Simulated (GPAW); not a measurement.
# AlN (P6_3mc) in GPAW: notebook

Aim: see how the results for AlN move with the level of theory and the settings. Levels: BEEF-vdW, LDA, PBE. Tasks: band structure, dielectric tensor.

Program: GPAW 26.7.0. These are calculated values, not measurements. Logs are shortened: lines on timing, memory, paths and dates and some standing lists are left out, and cuts for length are marked. The log counts tension as positive stress, the text compression.

**Experimental background.**

“Self-assembly of well-separated AlN nanowires directly on sputtered metallic TiN films”, 2019, arxiv:1910.07391 quotes, for a bulk crystal of AlN at 10 K: band gap 6.034 eV (an exciton energy, a little under the gap).

The results are compared with them further down.

### 1 The structure

It takes space group P6_3mc (No. 186, hexagonal). The conventional cell has a = 3.113 Å, b = 3.113 Å, c = 4.981 Å, α = 90.00°, β = 90.00°, γ = 120.00°. Al (site symmetry 3m) has 4 N at 1.89 Å as nearest neighbours. N (site symmetry 3m) has 4 Al at 1.89 Å as nearest neighbours.

### 2 Band structure, BEEF-vdW

Contents of run.py:

```python
from ase.dft.bandgap import bandgap
from ase.io import read, write
from gpaw import GPAW, PW

atoms = read('AlN.cif')

calc = GPAW(mode=PW(800),
            xc={'name': 'BEEF-vdW', 'backend': 'libvdwxc'},
            kpts={'size': (7, 7, 4), 'gamma': True},
            occupations={'name': 'fermi-dirac', 'width': 0.05},
            nbands=18,
            convergence={'density': 1e-05, 'energy': 1e-05},
            maxiter=150,
            txt='gpaw.txt')
atoms.calc = calc
energy = atoms.get_potential_energy()
forces = atoms.get_forces()
calc.write('gs.gpw')
write('result.traj', atoms)
print(f'Energy: {energy:.6f} eV')
print('Forces (eV/A):')
print(forces.round(4))
print('Fermi level:', round(calc.get_fermi_level(), 4), 'eV')
print(f'Gap: {bandgap(calc)[0]:.4f} eV, direct: {bandgap(calc, direct=True)[0]:.4f} eV')

path = atoms.cell.bandpath('GMKGALHA,LM,KH', npoints=80, eps=1e-4)
bs_calc = calc.fixed_density(kpts=path, symmetry='off', nbands=29,
                             convergence={'bands': 'CBM+6.0', 'eigenstates': 1e-6}, txt='bands.txt')
bs = bs_calc.band_structure()
bs.write('bs.json')
print(f'Gap on the path: {bandgap(bs_calc)[0]:.4f} eV')
```

Contents of AlN.cif:

```cif
data_AlN
_cell_length_a 3.11300000
_cell_length_b 3.11300000
_cell_length_c 4.98100000
_cell_angle_alpha 90.00000000
_cell_angle_beta 90.00000000
_cell_angle_gamma 120.00000000
_space_group_name_H-M_alt 'P6_3mc'
_space_group_name_Hall 'P 6c -2c'
_space_group_IT_number 186
loop_
_space_group_symop_operation_xyz
'x,y,z'
'x-y,x,z+1/2'
'-y,x-y,z'
'-x,-y,z+1/2'
'-x+y,-x,z'
'y,-x+y,z+1/2'
'y,x,z+1/2'
'x,x-y,z'
'x-y,-y,z+1/2'
'-y,-x,z'
'-x,-x+y,z+1/2'
'-x+y,y,z'
loop_
_atom_site_label
_atom_site_type_symbol
_atom_site_symmetry_multiplicity
_atom_site_Wyckoff_symbol
_atom_site_fract_x
_atom_site_fract_y
_atom_site_fract_z
_atom_site_occupancy
Al1 Al 2 b 0.6666666667 0.3333333333 0.5000000000 1
N1 N 2 b 0.6666666667 0.3333333333 0.8800000000 1
```

Potentials or basis: GPAW PAW data sets (gpaw-data 1.2.1), pw.

Started as:

```console
> OMP_NUM_THREADS=1 python run.py
```

gpaw.txt:

```text
__  _  _
 | _ |_)|_||  |
 |__||  | ||/\| - 26.7.0

Input parameters:
  mode=PW(ecut=800.0),
  convergence={'density': 1e-05, 'energy': 1e-05},
  kpts=MonkhorstPack(size=(7, 7, 4), gamma=True),
  maxiter=150,
  nbands=18,
  occupations=Occupations(name='fermi-dirac', width=0.05),
  xc=XC(name='BEEF-vdW', backend='libvdwxc')

Diagonalizing LCAO Hamiltonian
Converting LCAO to pw mode

           N

           Al
        N

        Al

Atoms  # Å, Bohr magnetons
|   | symbol |        x |        y |        z |    initial magnetic moments |
|---|--------|----------|----------|----------|-----------------------------|
| 0 |     Al | 1.556500 | 0.898646 | 2.490500 | ( 0.0000,  0.0000,  0.0000) |
| 1 |     Al | 0.000000 | 1.797291 | 0.000000 | ( 0.0000,  0.0000,  0.0000) |
| 2 |      N | 1.556500 | 0.898646 | 4.383280 | ( 0.0000,  0.0000,  0.0000) |
| 3 |      N | 0.000000 | 1.797291 | 1.892780 | ( 0.0000,  0.0000,  0.0000) |

Unit cell  # Å
| periodic |         x |        y |        z |  lengths |     angles |
|----------|-----------|----------|----------|----------|------------|
|      yes |  3.113000 | 0.000000 | 0.000000 | 3.113000 |  90.000000 |
|      yes | -1.556500 | 2.695937 | 0.000000 | 3.113000 |  90.000000 |
|      yes |  0.000000 | 0.000000 | 4.981000 | 4.981000 | 120.000000 |

Number of symmetries: 6
Symmetry operations  # r_c * U_cc + t_c -> r_c
|   | kind |            matrix            |
|---|------|------------------------------|
| 0 |  σ   |  1, 1, 0,  0,-1, 0,  0, 0, 1 |
| 1 |  E   |  1, 0, 0,  0, 1, 0,  0, 0, 1 |
| 2 |  C3  |  0, 1, 0, -1,-1, 0,  0, 0, 1 |
| 3 |  σ   |  0,-1, 0, -1, 0, 0,  0, 0, 1 |
| 4 |  σ   | -1, 0, 0,  1, 1, 0,  0, 0, 1 |
| 5 |  C3  | -1,-1, 0,  1, 0, 0,  0, 0, 1 |

BZ-sampling:
  Number of BZ points: 196
  Number of IBZ points: 28

  Monkhorst-Pack size: [7, 7, 4]
  Monkhorst-Pack shift: [0.0, 0.0, 0.125]

K-points  # in reciprocal-cell coordinates
|     |                                coordinates |     weight |
|-----|--------------------------------------------|------------|
|   0 | (  0.00000000,   0.00000000,   0.00000000) | 0.00510204 |
|   1 | (  0.00000000,   0.00000000,   0.25000000) | 0.01020408 |
|   2 | (  0.00000000,   0.00000000,   0.50000000) | 0.00510204 |
|   3 | (  0.14285714,   0.00000000,  -0.25000000) | 0.03061224 |
|   4 | (  0.14285714,   0.00000000,   0.00000000) | 0.03061224 |
|   5 | (  0.14285714,   0.00000000,   0.25000000) | 0.03061224 |
|   6 | (  0.14285714,   0.00000000,   0.50000000) | 0.03061224 |
|   7 | (  0.28571429,  -0.14285714,   0.00000000) | 0.03061224 |
|   8 | (  0.28571429,  -0.14285714,   0.25000000) | 0.06122449 |
|   9 | (  0.28571429,  -0.14285714,   0.50000000) | 0.03061224 |
| ... |                                            |            |
|  27 | (  0.42857143,   0.42857143,   0.50000000) | 0.03061224 |

Plane wave coefficients: 2177
Cutoff: 800.0 eV

Spin-components: 1 (collinear spins)
Bands:           18
Projectors:      20
Spin-degeneracy: 2
Datatype:        complex128

Parallelization:
  kpt:    1
  domain: 1
  band:   1

Density:
  Valence electrons: 16.0
  Components: 1
  Grid points: [21 21 35]
  Charge: 0.0  # |e|

Potential:
  Grid points: [21 21 35]

species:
  Al:
    name:    Aluminium
    Z:       13.0
    valence: 3
    core:    10
    charge:  0.0  # [|e|]
    compensation charges:
      type: gauss
      rc: 0.34  # [Å]
      lmax: 2
    cutoffs:
      filter: 1.91  # [Å]
      core: 2.36  # [Å]
    projectors
    | kind |    occ | energy [eV] | rcut [Å] |
    |------|--------|-------------|----------|
    |   3s |  2.000 |      -7.753 |    1.085 |
    |   3p |  1.000 |      -2.712 |    1.085 |
    |    s |        |      19.459 |    1.085 |
    |    p |        |      24.499 |    1.085 |
    |    d |        |       0.000 |    1.085 |

    Using partial waves for Al as LCAO basis

  N:
    name:    Nitrogen
    Z:       7.0
    valence: 5
    core:    2
    charge:  0.0  # [|e|]
    compensation charges:
      type: gauss
      rc: 0.18  # [Å]
      lmax: 2
    cutoffs:
      filter: 1.11  # [Å]
      core: 0.96  # [Å]
    projectors
    | kind |    occ | energy [eV] | rcut [Å] |
    |------|--------|-------------|----------|
    |   2s |  2.000 |     -18.583 |    0.603 |
    |   2p |  3.000 |      -7.089 |    0.529 |
    |    s |        |       8.629 |    0.603 |
    |    p |        |      20.123 |    0.529 |
    |    d |        |       0.000 |    0.577 |

    Using partial waves for N as LCAO basis

Reference energy: -16170.289538  # eV

eigensolver:
  PPCG
  Converge bands: occupied
  niter=2

density mixing:
  MSR1-Mixer
  Pratt-step length: 0.05
  Maximum mixing coefficient: 0.75
  Old densities: 10
  SVD Regularization: 0.005
  Good broyden scale: 1.0
  Trust region scale: 1.0
  Backstep threshold: 4.0
  History deletion threshold: 6.0
  Fourier metric: weight=20.0, sigma=0.015

occupation numbers:
  Fermi-Dirac:
    width: 0.0500  # eV

poisson solver:
  ecut: 6400.0  # eV

xc functional:
  name: vdW-BEEF with libvdwxc
  Mode: serial
  Semilocal: BEEVDW with 2 nearest neighbor stencil
  Corresponding non-local functional: vdW-DF2
  Local blocksize: 42 x 42 x 70
  PAW datasets: PBE

convergence criteria:
- Maximum integral of absolute [dens]ity change: 1e-05 electrons / valence electron
- Maximum [total energy] change in last 3 cyles: 1e-05 eV / valence electron
- Maximum integral of absolute [eigenst]ate change: 4e-08 eV^2 / valence electron
maximum number of iterations: 150

SCF iterations
|iter     | |      energy | eigst |  dens |
|---------|-|-------------|-------|-------|
|iter:   1| | -101.672196 | -0.32 |       |
|iter:   2| | -100.468309 | -2.01 | -0.53 |
|iter:   3| |  -97.042704 | -0.67 | -0.58 |
|iter:   4| |  -97.123087 | -2.76 | -1.22 |
|iter:   5| |  -97.161606 | -3.10 | -1.50 |
|iter:   6| |  -97.161937 | -4.66 | -2.68 |
|iter:   7| |  -97.162030 | -5.57 | -3.02 |
|iter:   8| |  -97.162031c| -7.18 | -4.11 |
|iter:   9| |  -97.162031c| -8.17c| -4.48 |
|iter:  10| |  -97.162032c| -8.56c| -4.76 |
|iter:  11| |  -97.162032c| -8.87c| -5.61c|

Converged in 11 steps
Energy contributions relative to reference atoms: (reference = -16170.289538)

Energy contributions:
  Kinetic:          37.573708
  Coulomb:         -31.859569
  Zero:              0.128369
  External:          0.000000
  Xc:             -103.004538
  Entropy:          -0.000000
  Spinorbit:         0.000000
  ----------------------------
  Free energy:     -97.162032
  Extrapolated:    -97.162032

dipole moment: (0.000004, -0.000004, -6.918850)  # |e|*Ang

Fermi level: 7.240
Eigenvalues  # (at kpt = [0.000, 0.000, 0.000])
| band index |      eig [eV] | occ [0-2] |
|------------|---------------|-----------|
|          0 |        -9.178 |     2.000 |
|          1 |        -7.095 |     2.000 |
|          2 |         0.130 |     2.000 |
|          3 |         5.149 |     2.000 |
|          4 |         5.149 |     2.000 |
|          5 |         5.794 |     2.000 |
[... 8 lines left out ...]
|         14 |        19.375 |     0.000 |
|         15 |        19.375 |     0.000 |
|        ... |               |           |
|         17 |        21.179 |     0.000 |

Gap: 4.423 eV
Transition (v -> c):
  (s=0, k=0, n=7, [0.00, 0.00, 0.00]) -> (s=0, k=0, n=8, [0.00, 0.00, 0.00])
No difference between direct/indirect transitions

Forces  # eV/Ang
|        x |        y |        z |
|----------|----------|----------|
|  0.00000 | -0.00000 | -0.13172 |  # Al   0
| -0.00000 |  0.00000 | -0.13179 |  # Al   1
| -0.00000 |  0.00000 |  0.13266 |  # N    2
|  0.00000 | -0.00000 |  0.13086 |  # N    3

# Writing to gs.gpw (mode='')
```

stdout:

```text
Energy: -97.162032 eV
Forces (eV/A):
[[ 0.     -0.     -0.1317]
 [-0.      0.     -0.1318]
 [-0.      0.      0.1327]
 [ 0.     -0.      0.1309]]
Fermi level: 7.2398 eV
Gap: 4.4229 eV, direct: 4.4229 eV
Gap on the path: 4.4229 eV
```

bands.txt:

```text
Diagonalizing LCAO Hamiltonian
Converting LCAO to pw mode
convergence criteria:
- Maximum integral of absolute [eigenst]ate change: 1e-06 eV^2 / valence electron
maximum number of iterations: 150

SCF iterations
|iter     | |      energy | eigst |  dens |
|---------|-|-------------|-------|-------|
[... 85 lines left out ...]
         [0.5       , 0.        , 0.        ],
         [0.33333333, 0.33333333, 0.        ],
         [0.33333333, 0.33333333, 0.08333333],
         [0.33333333, 0.33333333, 0.16666667],
         [0.33333333, 0.33333333, 0.25      ],
         [0.33333333, 0.33333333, 0.33333333],
         [0.33333333, 0.33333333, 0.41666667],
         [0.33333333, 0.33333333, 0.5       ]])),
  maxiter=150,
  nbands=29,
  occupations=Occupations(name='fermi-dirac', width=0.05),
  symmetry=Symmetry(point_group=False, time_reversal=False),
  xc=XC(name='BEEF-vdW', backend='libvdwxc')
```

Run time: 71 s. Hardware: 1 thread of Arm Neoverse V1, shared host; peak memory 0.34 GiB.

What came out:

```
Free energy             : -97.1620 eV
Largest force           : 0.133 eV/Å
Band gap on the k mesh  : 4.42 eV, direct
Band gap along the path : 4.42 eV, direct
```

Forces in eV/Å, atoms in the order of the input:
```
Al   0.000  0.000 -0.132
Al   0.000  0.000 -0.132
N    0.000  0.000  0.133
N    0.000  0.000  0.131
```

Levels at the corners of the path, in eV from the valence-band top:
```
point  band 6  band 7  band 8  band 9  band 10  band 11
    Γ   -0.18   -0.18    0.00    4.42     6.92    10.82
    M   -2.03   -1.71   -0.65    6.07     6.12     8.43
    K   -2.36   -2.31   -2.31    5.37     8.59     9.93
    Γ   -0.18   -0.18    0.00    4.42     6.92    10.82
    A   -0.51   -0.51   -0.51    6.66     6.66    10.61
    L   -1.41   -1.32   -1.32    5.60     5.60     9.57
    H   -3.73   -0.77   -0.77    7.68     7.68     8.13
    A   -0.51   -0.51   -0.51    6.66     6.66    10.61
    L   -1.41   -1.32   -1.32    5.60     5.60     9.57
    M   -2.03   -1.71   -0.65    6.07     6.12     8.43
    K   -2.36   -2.31   -2.31    5.37     8.59     9.93
    H   -3.73   -0.77   -0.77    7.68     7.68     8.13
```

Caveat: the PAW data sets were made with another functional, which shifts forces and pressure a little.

### 3 Band structure, LDA

Contents of run.py:

```python
from ase.dft.bandgap import bandgap
from ase.io import read, write
from ase.units import GPa
from gpaw import GPAW, PW

atoms = read('AlN.cif')

calc = GPAW(mode=PW(1600),
            xc='LDA',
            kpts={'size': (7, 7, 4), 'gamma': True},
            occupations={'name': 'fermi-dirac', 'width': 0.05},
            setups='hgh',
            nbands=-10,
            convergence={'density': 1e-05, 'energy': 1e-05},
            maxiter=150,
            txt='gpaw.txt')
atoms.calc = calc
energy = atoms.get_potential_energy()
forces = atoms.get_forces()
stress = atoms.get_stress()
calc.write('gs.gpw')
write('result.traj', atoms)
print(f'Energy: {energy:.6f} eV')
print('Forces (eV/A):')
print(forces.round(4))
print('Stress (GPa):', (stress / GPa).round(3))
print('Fermi level:', round(calc.get_fermi_level(), 4), 'eV')
print(f'Gap: {bandgap(calc)[0]:.4f} eV, direct: {bandgap(calc, direct=True)[0]:.4f} eV')

path = atoms.cell.bandpath('GMKGALHA,LM,KH', npoints=60, eps=1e-4)
bs_calc = calc.fixed_density(kpts=path, symmetry='off', nbands=-20,
                             convergence={'bands': 'CBM+6.0', 'eigenstates': 1e-6}, txt='bands.txt')
bs = bs_calc.band_structure()
bs.write('bs.json')
print(f'Gap on the path: {bandgap(bs_calc)[0]:.4f} eV')
```

AlN.cif is that of step 2.

Potentials or basis: HGH pseudopotentials, pw.

Started as:

```console
> OMP_NUM_THREADS=1 python run.py
```

It took 2.8 min on 1 thread of Arm Neoverse V1, shared host; peak memory 0.55 GiB.

The run converged. Its results:

- Free energy: -662.4908 eV
- Pressure: -12.5 GPa
- Largest force: 0.105 eV/Å
- Band gap on the k mesh: 4.23 eV, direct
- Band gap along the path: 4.23 eV, direct

Forces in eV/Å, atoms in the order of the input:
```
Al   0.000  0.000 -0.105
Al   0.000  0.000 -0.105
N    0.000  0.000  0.105
N    0.000  0.000  0.105
```

Stress tensor (GPa, compression positive):
```
-13.10   0.00   0.00
  0.00 -13.10   0.00
  0.00   0.00 -11.18
```

Levels at the corners of the path, in eV from the valence-band top:
| point | band 4 | band 5 | band 6 | band 7 | band 8 | band 9 | band 10 | band 11 | band 12 |
| --- | --- | --- | --- | --- | --- | --- | --- | --- | --- |
| Γ | -0.86 | -0.86 | -0.18 | -0.18 | 0.00 | 4.23 | 6.51 | 10.50 | 10.93 |
| M | -4.21 | -3.41 | -2.13 | -1.83 | -0.69 | 5.67 | 5.73 | 8.07 | 10.20 |
| K | -3.84 | -3.84 | -2.47 | -2.44 | -2.44 | 4.94 | 8.28 | 9.60 | 9.60 |
| Γ | -0.86 | -0.86 | -0.18 | -0.18 | 0.00 | 4.23 | 6.51 | 10.50 | 10.93 |
| A | -3.34 | -0.53 | -0.53 | -0.53 | -0.53 | 6.40 | 6.40 | 10.13 | 10.13 |
| L | -5.67 | -1.49 | -1.49 | -1.39 | -1.39 | 5.22 | 5.22 | 9.08 | 9.08 |
| H | -4.91 | -3.92 | -3.92 | -0.82 | -0.82 | 7.34 | 7.34 | 7.73 | 7.73 |
| A | -3.34 | -0.53 | -0.53 | -0.53 | -0.53 | 6.40 | 6.40 | 10.13 | 10.13 |
| L | -5.67 | -1.49 | -1.49 | -1.39 | -1.39 | 5.22 | 5.22 | 9.08 | 9.08 |
| M | -4.21 | -3.41 | -2.13 | -1.83 | -0.69 | 5.67 | 5.73 | 8.07 | 10.20 |
| K | -3.84 | -3.84 | -2.47 | -2.44 | -2.44 | 4.94 | 8.28 | 9.60 | 9.60 |
| H | -4.91 | -3.92 | -3.92 | -0.82 | -0.82 | 7.34 | 7.34 | 7.73 | 7.73 |

Caveat: HGH potentials are hard and often keep d shells in the core, so these values are rough. LDA gaps usually lie below the measured ones, often by a third to a half.

(Continued in part 2 of 2.)
